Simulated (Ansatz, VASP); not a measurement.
# GaN in two plane-wave programs, part 2 of 2

Aim: how closely do two programs agree when they are given the same cell, functional and k mesh? The cell is taken from a series of runs on this material, whose earlier steps may have relaxed, scaled, displaced or heated it; both programs get it as it stands.

VASP 6.6.1 and Ansatz 0.2.0.

So far: The starting structure; VASP: zone-centre phonons, LDA.

## 3. Ansatz: zone-centre phonons, LDA

Level of this step: Ansatz beside VASP: Kohn-Sham DFT, plane waves, LDA (Ansatz).

Ansatz runs on its PAW soft_1 files.

The same cell, functional (in two slightly different forms) and mesh now go to Ansatz, which takes its cutoff from its data sets.

input.yaml reads:

```yaml
crystal:
  lattice:
    - [0.0, 2.1977832374, 2.3167066132]
    - [2.1977832374, 0.0, 2.3167066132]
    - [2.1977832374, 2.1977832374, 0.0]
  atoms:
    - { symbol: "N", position: [0.25, 0.25, 0.25] }
    - { symbol: Ga, position: [0.0, 0.0, 0.0] }
kpoints:
  mp_grid: { grid: [12, 12, 12] }
hamiltonian:
  xc: lda
  pseudopotentials: { kind: paw, azcp: { folder: soft_1 }, xc_functional: pbe }
scf:
  occupations: { method: fixed }
output:
  eigenvalues: true
phonons:
  method: dfpt
  dielectric: true
  rigid_motions: translations
```

Run with:

```console
ansatz run input.yaml --threads 4 --pin off --max-ram 10240MiB --backend cpu --events-out ev --progress --plain --runs-dir out
```

Numbers of over 12 decimals in the logs are rounded to 6 here.

Output:

```text
Engine: ansatz 0.2.0, aarch64-unknown-linux-gnu
Pseudopotentials: kind: paw
Pseudopotential: N, paw, valence charge 5, recommended cutoff 420 eV (normal), soft_1/N.paw.azcp
Pseudopotential: Ga, paw, valence charge 13, recommended cutoff 420 eV (normal), soft_1/Ga.paw.azcp
Functional definition: SPW92
  exchange = slater_x
  correlation = pw_c
Crystal: 2 atoms, lattice volume = 22.381 Å³
Basis set: ecut = 420 eV, 427 PW (Γ), exchange–correlation on 48×48×48 points (8 copies of the dense FFT grid, shifted against one another)
Bands: 13, of which v1, the nominal top of the filled ones, is band 9 counted from 1 (8 counted from 0)
Symmetry: 8 space group operations
k-points: 868 of 1728 (irreducible under 1 space group operation, time reversal used)
Non-local potential: N, projectors of the file, l = 0: 2, l = 1: 2, l = 2: 1
Non-local potential: Ga, projectors of the file, l = 0: 2, l = 1: 2, l = 2: 3, l = 3: 1
PAW form: soft (Blöchl's): semilocal exchange-correlation on the pseudo side does not see the compensation charge
PAW frozen core: N, regenerated for the run's functional, and the local potential with it (the file was generated under x = pbe(κ = 0.804, μ = 0.219515), c = pbe(β = 0.066725))
PAW frozen core: Ga, regenerated for the run's functional, and the local potential with it (the file was generated under x = pbe(κ = 0.804, μ = 0.219515), c = pbe(β = 0.066725))
PAW one-centre angular grid: N, 110 points (default); XC on 64 Gauss nodes
PAW one-centre angular grid: Ga, 590 points (default); XC on 64 Gauss nodes
Initial density: superposition of atomic densities (chi_scale 0.1, normalization cell, long waves kept (reshape's long-wave potential 0.00 eV rms))
Initial wavefunctions: pseudopotential atomic-orbital guess
Functional: x = slater, c = lda
SCF iter   1: F=—  HF=-4082.692222 eV  |F-HF|=—  |Δ(HF+E_count)|=         —  Δρ=1.05e-1  dr2=2.16e0  ethr=3.10e-3  ⟨swp⟩=4.0  Hψ=50080  notcnv=0  defer=1182
preconditioner: auto → none  [insulator: Δε(μ)=2.655 eV  Ē_g=19.215 eV  n_scr=8 (ndim 8)  ℏωp=33.3 eV  f_vac=0.000  ε∞_Penn≈4.0]
SCF iter   2: F=—  HF=-4082.195543 eV  |F-HF|=—  |Δ(HF+E_count)|=   4.97e-1  Δρ=5.84e-2  dr2=4.73e-1  ethr=3.10e-3  ⟨swp⟩=2.1  Hψ=26380  notcnv=0  defer=352
SCF iter   3: F=—  HF=-4082.078670 eV  |F-HF|=—  |Δ(HF+E_count)|=   1.17e-1  Δρ=1.89e-2  dr2=4.05e-2  ethr=2.63e-3  ⟨swp⟩=2.0  Hψ=15662  notcnv=0  defer=1732
SCF iter   4: F=—  HF=-4082.070078 eV  |F-HF|=—  |Δ(HF+E_count)|=   8.59e-3  Δρ=7.76e-3  dr2=5.78e-3  ethr=2.25e-4  ⟨swp⟩=2.0  Hψ=22201  notcnv=0  defer=1735
SCF iter   5: F=—  HF=-4082.067284 eV  |F-HF|=—  |Δ(HF+E_count)|=   2.79e-3  Δρ=9.09e-4  dr2=5.26e-5  ethr=3.21e-5  ⟨swp⟩=2.0  Hψ=20552  notcnv=0  defer=1735
SCF iter   6: F=—  HF=-4082.067268 eV  |F-HF|=—  |Δ(HF+E_count)|=   1.56e-5  Δρ=1.33e-4  dr2=1.88e-6  ethr=2.92e-7  ⟨swp⟩=2.0  Hψ=16622  notcnv=0  defer=302
SCF iter   7: F=—  HF=-4082.067268 eV  |F-HF|=—  |Δ(HF+E_count)|=   2.39e-7  Δρ=1.53e-5  dr2=2.51e-8  ethr=1.05e-8  ⟨swp⟩=2.7  Hψ=18395  notcnv=0
SCF iter   8: F=—  HF=-4082.067268 eV  |F-HF|=—  |Δ(HF+E_count)|=   4.41e-9  Δρ=9.56e-7  dr2=1.55e-10  ethr=1.39e-10  ⟨swp⟩=2.0  Hψ=14201  notcnv=0
SCF iter   9: F=-4082.067268 eV  HF=-4082.067268 eV  |F-HF|=2.27e-12  |Δ(HF+E_count)|=  2.32e-11  Δρ=8.62e-8  dr2=1.08e-12  ethr=1.00e-12  ⟨swp⟩=6.0  Hψ=59090  notcnv=0
SCF 1 converged in 9 iterations: F = -4082.067268 eV  dr2 = 1.08e-12
  greatest PAW one-centre occupation: 0.996 electrons in one spin orbital (limit 2), on the Ga atom at site 1 (counted from 0), in its partial waves of l = 2
NSCF: frozen V_eff on 3 k-points
DFPT response loops at Γ: preconditioner auto → none (the input reference at scf.mixing.eps_inf says where Resta's filter doesn't serve); β = 0.50; Broyden in place of MSR1
── the response to a field inside a basis, on 12×12×12 k-points: an SCF that follows is theirs, and a resumed run solves both again ──
Bands: 10, of which v1, the nominal top of the filled ones, is band 9 counted from 1 (8 counted from 0)
k-points: 468 of 1728 (irreducible under 2 space group operations, time reversal used)
Initial density: handed on by an earlier stage of this run
Initial wavefunctions: pseudopotential atomic-orbital guess (no wavefunctions were taken with the density)
Eigensolver: Dense (468 Hₖ)
SCF iter   1: F=—  HF=-4082.069514 eV  |F-HF|=—  |Δ(HF+E_count)|=         —  Δρ=5.03e-4  dr2=9.80e-6  ethr=1.00e-1
preconditioner: auto → none  [insulator: Δε(μ)=2.003 eV  Ē_g=15.325 eV  n_scr=8 (ndim 8)  ℏωp=33.3 eV  f_vac=0.000  ε∞_Penn≈5.7]
SCF iter   2: F=—  HF=-4082.069513 eV  |F-HF|=—  |Δ(HF+E_count)|=   1.18e-6  Δρ=2.75e-4  dr2=4.66e-6  ethr=5.44e-8
SCF iter   3: F=—  HF=-4082.069514 eV  |F-HF|=—  |Δ(HF+E_count)|=   1.16e-6  Δρ=1.13e-4  dr2=2.51e-6  ethr=2.59e-8
SCF iter   4: F=-4082.069513 eV  HF=-4082.069513 eV  |F-HF|=6.38e-9  |Δ(HF+E_count)|=   1.09e-6  Δρ=1.38e-5  dr2=1.65e-8  ethr=1.40e-8
SCF 1 converged in 4 iterations: F = -4082.069513 eV  dr2 = 1.65e-8
DFPT response loops at Γ: mixed as the last ones told, above
WARN: field response: ε∞ stands inside a basis, on 12×12×12 points; the force constants stand on the 12×12×12 k-mesh, whose period is 13.51 times the interband length at k = (0.0000, 0.0000, 0.0000), direct gap 1.781 eV, under 14: take them and everything formed from them as unconverged, and compare with a denser kpoints.mp_grid
SCF converged after 9 iterations
Free energy (F): -4082.067268 eV
Harris-Foulkes:  -4082.067268 eV  (|F-HF|=2.27e-12)
Internal energy: -4082.067268 eV  (E = F + TS)
E sigma→0 (E₀):  -4082.067268 eV
Fermi energy:    9.705299 eV
--- Per-component energies (eV) ---
  E_band       = -7.829147
  E_kinetic    = 241.214148
  E_local      = -1398.905858  (includes V_loc(G=0)·N_el)
  E_nonlocal   = -51.855283
  E_hartree    = 886.333477
  E_xc         = -121.638035
  E_vxc        = -131.172115  (∫ρ·V_xc dr)
  E_paw        = -2039.237907  (= ΣΔE_a)
  E_vpaw       = -439.777690  (= ΣTr[D̂ρ^β])
  E_aug_tail   = 0.000680  (compensation charges beyond the density's cutoff)
  E_ewald      = -1599.787016
  E_core_change = 1.808525  (= ΣΔE_core)
  E_smearing   = -0.000000  (= −TS)
  E_closure    = -0.000000  (closes the sum)
  Σ components = -4082.067268   (vs F -4082.067268, Δ=0.00e0)
--- Band table (eV; the first three rows and the last of 868) ---
  k-point 0: bands = [... 5 lower, -3.6610, 9.4276, 9.7053, 9.7053, 11.4858, 19.8504, 19.8504, 19.9896]
  k-point 1: bands = [... 5 lower, -3.6631, 8.7789, 9.4494, 9.6355, 12.1221, 19.4648, 19.9923, 20.0888]
  k-point 2: bands = [... 5 lower, -3.6627, 7.3208, 9.2086, 9.4547, 13.0489, 18.7475, 20.2631, 20.3148]
  k-point 867: bands = [... 5 lower, -2.2671, 2.3597, 8.3957, 8.8187, 14.2225, 18.3298, 19.6518, 20.3504]
--- Phonons (Γ-DFPT): 4 representative perturbations + reference, on 868 of 1728 k-points (Σ response iterations 12) ---
  k mesh reduced under 1 symmetry operation, with k and −k counted as one. Each operation leaves every solved perturbation unchanged. A smaller set is not considered because the run solves the response to a homogeneous field
  ASR residual: 5.597e-5 → 0.000e0 eV/Å²; symmetrization residual: 4.294e-6 eV/Å²
  ASR residual per site (eV/Å²): 5.60e-5 8.55e-6
  Γ frequencies (cm⁻¹): 0.00 0.00 0.00 534.95 534.95 550.65
  ε∞ (high-frequency dielectric tensor):
        5.819925    -0.000000    -0.000000
       -0.000000     5.819925    -0.000000
       -0.000000    -0.000000     5.935388
  ε⁰ (static dielectric tensor: ions relaxed, cell fixed):
       10.308235    -0.000000    -0.000000
       -0.000000    10.308235     0.000000
       -0.000000     0.000000    10.508626
  ε⁰ − ε∞ (ionic part):
        4.488310    -0.000000    -0.000000
       -0.000000     4.488310     0.000000
       -0.000000     0.000000     4.573238
  softest optical mode at Γ: 534.95 cm⁻¹; the repairs (sum rule, projections) moved no ω² at Γ by more than (1.26 cm⁻¹)²
  Born effective charges Z* (e; rows j = field, columns β = displacement):
    site 0:
        -2.61035    0.00000    0.00000
         0.00000   -2.61035    0.00000
        -0.00000    0.00000   -2.71228
    site 1:
         2.61035   -0.00000   -0.00000
        -0.00000    2.61035   -0.00000
         0.00000   -0.00000    2.71228
  Z* charge neutrality: 8.494e-4 e pre-enforcement
  solved inside a basis spanned on kpoints, on 12×12×12 k-points, its susceptibility summed on 16×16×16: ε∞ is read to err by 1.6e-2, Z* by 1.4e-2 e (field_mesh: kpoints solves on kpoints); Z* is corrected for what the basis lacks
  optical modes at Γ without the LO–TO term, one row a degenerate level:
      ω (cm⁻¹)  modes    IR ((D/Å)²/amu)
        534.95      2            26.9556
        550.65      1            14.5510
  optical modes at Γ + LO–TO along q̂ = [1.0000, 0.0000, 0.0000]:
      ω (cm⁻¹)  modes    IR ((D/Å)²/amu)
        534.95      1            13.4778
        550.65      1            14.5510
        711.94      1            13.4778
  optical modes at Γ + LO–TO along q̂ = [0.0000, 1.0000, 0.0000]:
      ω (cm⁻¹)  modes    IR ((D/Å)²/amu)
        534.95      1            13.4778
        550.65      1            14.5510
        711.94      1            13.4778
  optical modes at Γ + LO–TO along q̂ = [0.0000, 0.0000, 1.0000]:
      ω (cm⁻¹)  modes    IR ((D/Å)²/amu)
        534.95      2            26.9556
        732.70      1            14.5510
```

In the SCF lines HF is the Harris–Foulkes energy and dr2 the Hartree energy of the density residual, in eV; the loop may stop once dr2 is under the threshold and the program's other checks hold. Hψ counts applications of the Hamiltonian.

## 4. Comparison

Known differences besides the potentials themselves: the two LDA forms differ slightly; fixed occupations in Ansatz, narrow Gaussian smearing in VASP; VASP's response is taken on the typed mesh, Ansatz refines its own for the field response alone; the cutoff is 420 eV in Ansatz and 600 eV in VASP; VASP's log shows a relativistic correction to its local exchange, Ansatz's none; VASP's log repeats an internal error in its field response. Total energies have different zeros and are not compared.

The two programs side by side:

| quantity | Ansatz | VASP | difference |
| --- | --- | --- | --- |
| ε∞ xx | 5.82 | 5.79 | +0.48 % |
| ε∞ yy | 5.82 | 5.79 | +0.48 % |
| ε∞ zz | 5.94 | 5.89 | +0.83 % |
| Born charge of N1 (mean of the diagonal) (e) | -2.64 | -2.64 | -0.01 |
| Born charge of Ga2 (mean of the diagonal) (e) | 2.64 | 2.64 | +0.01 |
| optical mode 1 to 2 (cm⁻¹) | 535.0 | 539.9 | -0.91 % |
| optical mode 3 (cm⁻¹) | 550.6 | 556.3 | -1.02 % |

Modes are paired by rising frequency, not by their patterns, so a pair may set unlike modes beside each other; they are those without the splitting of longitudinal modes.

## 5. Outcome

```
r.m.s. difference of the optical zone-centre modes, each program's sorted by frequency (zone-centre phonons, LDA) : 5.2 cm⁻¹
difference in optical mode 3 (zone-centre phonons, LDA)                                                           : -1.0 %
```

In words: The r.m.s. difference of the optical zone-centre modes, each program's sorted by frequency is 5.2 cm⁻¹ (zone-centre phonons, LDA). Among the rows given in per cent, the largest difference of the zone-centre phonons, LDA pair is in optical mode 3, -1.0 %. Such differences can come from data sets, numerical settings and the points named under the comparisons, not from the functional's error against experiment.

[Lines on the potential files, build, host, timing and source positions are cut from VASP's logs without a mark.]

[Logs are printed without paths, hosts, clocks, repeated set-up lines and the standing remarks that a program may print on its own settings, such as how far it seeks lower states.]

[Hosts, paths, dates, database ids (printed as entryN), source tags and the programs' standing remarks are cut or masked in the printed files.]
